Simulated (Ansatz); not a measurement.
A run of Ansatz 0.2.0 is set up as follows.

File input.yaml:

```yaml
crystal:
  lattice:
    - [0.0, 1.89785, 1.89785]
    - [1.89785, 0.0, 1.89785]
    - [1.89785, 1.89785, 0.0]
  atoms:
    - { symbol: Rh, position: [0.0, 0.0, 0.0] }
kpoints:
  mp_grid: { grid: [12, 12, 12] }
scf:
  occupations: { method: fermi_dirac, width: 0.05 }
hamiltonian:
  xc: rpbe
  dispersion: d4
  pseudopotentials: { kind: all_electron, lapw: { basis_error: 0.001 } }
output:
  forces: true
  stress: true
relax:
  f_tol: 0.01
  max_steps: 60
  cell: {}
```

Potentials or basis: all-electron LAPW, scalar-relativistic.

Run with:

```sh
$ ansatz run input.yaml --threads 1 --pin off --max-ram 3072MiB --backend cpu --events-out ev --progress --plain --runs-dir out
```

(1) What does it give for the space group after relaxing (to 0.05 Å)?

(2) What does it give for the relaxed volume?

(3) What does it give for the relaxed cell?

## Answers

(1) Fm-3m (No. 225).

(2) 13.39 Å³/atom.

(3) a = 2.665 Å, b = 2.665 Å, c = 2.665 Å, α = 60.00°, β = 60.00°, γ = 60.00°.
